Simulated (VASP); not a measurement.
Write the native input for VASP 6.6.1 that does the following.

- Task: electrostatic potential
- Functional: PBEsol
- Potentials or basis: VASP PAW PBE potentials, release 64 (O, Li_sv)
- Cutoff: 520 eV
- k mesh: 10 × 10 × 10
- Occupations: gaussian, width 0.02 eV
- Spin: no spin polarisation
- Further INCAR settings: ALGO = Fast; EDIFF = 1e-06

The structure of Li2O lies in POSCAR:

```
Li2O                                    
1.0
   -0.0000000000      2.2890961531      2.2890961531
    2.2890961531      0.0000000000      2.2890961531
    2.2890961531      2.2890961531      0.0000000000
  O               Li            
     1     2
Direct
     0.0000000000000000    0.0000000000000000    0.0000000000000000
     0.2500000000000000    0.2500000000000000    0.2500000000000000
     0.7500000000000000    0.7500000000000000    0.7500000000000000
```

The cell was built by a generator and needn't be a form met in nature.

The input as run:

INCAR

```
SYSTEM = Li2O
PREC = Accurate
ENCUT = 520
EDIFF = 1E-6
ISMEAR = 0
SIGMA = 0.02
LREAL = .FALSE.
LASPH = .TRUE.
NELM = 80
ALGO = Fast
ISIF = 2
LWAVE = .FALSE.
LCHARG = .TRUE.
GGA = PS
LVHAR = .TRUE.
```

KPOINTS

```
Automatic mesh
0
G
  10 10 10
  0 0 0
```

Potentials or basis: VASP PAW PBE potentials, release 64 (O, Li_sv).

Run with:

```bash
$ cat potpaw_PBE.64/O/POTCAR potpaw_PBE.64/Li_sv/POTCAR > POTCAR
$ mpirun -np 1 vasp_std > vasp.out
```

It gave:

- Band gap on the k mesh: 4.87 eV, indirect (least direct gap 5.36 eV)

It took 8.2 s on 1 thread of Intel(R) Xeon(R) Platinum 8488C (Sapphire Rapids) (shared host), peak memory 0.13 GiB.
